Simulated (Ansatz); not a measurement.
Runs of Ansatz 0.2.0 on Nb. It takes space group Pm-3m (No. 221, cubic). Conventional cell: a = 2.720 Å, b = 2.720 Å, c = 2.720 Å, α = 90.00°, β = 90.00°, γ = 90.00°. Nb (site symmetry m-3m) is surrounded by 6 Nb at 2.72 Å. The cell was built by a generator and needn't be a form met in nature.

```csv
task,level,spin,cell,k mesh,points for each segment of the path,gap on the mesh (eV),pressure (GPa),relaxed volume (Å³/atom)
relaxation of cell and atoms,LDA,off,relaxed,7 × 7 × 7,-,none,0.0,(a)
band structure,LDA,"SOC, no magnetisation",as given,7 × 7 × 7,14,none,-8.1,-
band structure,LDA,off,as given,7 × 7 × 7,14,none,-8.2,-
relaxation of cell and atoms,BLYP,off,relaxed,10 × 10 × 10,-,none,0.0,21.22
```

Alike in all rows: potentials or basis Ansatz PAW; cutoff (eV) 420; smearing fermi-dirac 0.05 eV.

Estimate the missing entries.

(a) 18.92.

Caveats: the PAW data sets come from PBE, with cores solved anew for the run's functional, which leaves a small shift of forces and pressure; the plane-wave basis is chosen anew once the cell has moved, so the energies of steps on either side of that aren't comparable (some runs).

A k mesh can miss the band edges, and rows without SOC leave out spin-orbit coupling on Nb.

A gap of «none» marks a metal or a gap under the smearing width.
